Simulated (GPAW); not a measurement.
Set up this calculation in GPAW 26.7.0, as an ASE script.

| Item | Value |
| --- | --- |
| Task | relaxation of cell and atoms |
| Functional | PBEsol |
| Dispersion | D3 |
| Potentials or basis | PAW data sets generated in the run's folder for this functional |
| Cutoff | 800 eV |
| Basis | pw |
| k mesh | 7 × 7 × 4 |
| Occupations | fermi-dirac, width 0.05 eV |
| Spin | no spin polarisation |
| Maxiter | 150 |
| Optimizer | BFGS |
| Fmax | 0.01 eV/Å |
| Max steps | 60 |

SiC (Moissanite):

```xyz
4
Lattice="3.0760 0.0000 0.0000 -1.5380 2.6639 0.0000 0.0000 0.0000 5.0480" Properties=species:S:1:pos:R:3 pbc="T T T"
Si    1.5380    0.8880    2.5240
Si    0.0000    1.7759    0.0000
C     1.5380    0.8880    4.4675
C     0.0000    1.7759    1.9435
```

One way to write it, as run:

run.py

```python
from ase.calculators.mixing import SumCalculator
from ase.filters import FrechetCellFilter
from ase.io import write
from ase.optimize import BFGS
from ase.spacegroup import crystal
from dftd3.ase import DFTD3
from gpaw import GPAW, PW, setup_paths

setup_paths.insert(0, '.')

# Si 2b
# C 2b
atoms = crystal(['Si', 'C'],
                basis=[[0.6666666667, 0.3333333333, 0.5],
                       [0.6666666667, 0.3333333333, 0.885]],
                spacegroup=186, setting=1,  # P6_3mc
                cellpar=[3.076, 3.076, 5.048, 90.0, 90.0, 120.0],
                primitive_cell=True)

calc = GPAW(mode=PW(800),
            xc='PBEsol',
            kpts={'size': (7, 7, 4), 'gamma': True},
            occupations={'name': 'fermi-dirac', 'width': 0.05},
            nbands=18,
            convergence={'density': 1e-05, 'energy': 1e-05},
            maxiter=150,
            txt='gpaw.txt')
atoms.calc = SumCalculator([calc, DFTD3(method='pbesol', damping='d3zero')])
opt = BFGS(FrechetCellFilter(atoms), trajectory='relax.traj', logfile='-')
done = opt.run(fmax=0.01, steps=60)
calc.write('gs.gpw')
write('result.traj', atoms)
print('Converged:', done)
print('Cell:', atoms.cell.cellpar().round(4))
print('Volume:', round(atoms.get_volume(), 4))
print(atoms.get_scaled_positions().round(5))
```

Potentials or basis: PAW data sets generated in the run's folder for this functional, pw.

Command:

```sh
$ gpaw-setup -f PBEsol C Si
$ OMP_NUM_THREADS=1 python run.py
```

Results of the run:

| Quantity | Value |
| --- | --- |
| Relaxed volume | 10.32 Å³/atom |
| Relaxed cell | a = 3.075 Å, b = 3.075 Å, c = 5.042 Å, α = 90.00°, β = 90.00°, γ = 120.00° |
| Space group after relaxing (to 0.05 Å) | P6_3mc (No. 186) |
| Energy gained by relaxing | 9.0 meV/atom |
| Ionic steps | 6 |
| Pressure after relaxing | 0.0 GPa |
| Largest force after relaxing | 0.007 eV/Å |
| Band gap on the k mesh | 2.43 eV, indirect (least direct gap 3.91 eV) |
| Dispersion energy per atom | -0.114 eV |

Caveat: later steps reuse the first step's grids; an odd mesh through Γ misses points on the zone boundary, where band edges often lie.

It took 100 s on 1 thread of Arm Neoverse V1, with other jobs on the host, peak memory 0.24 GiB.
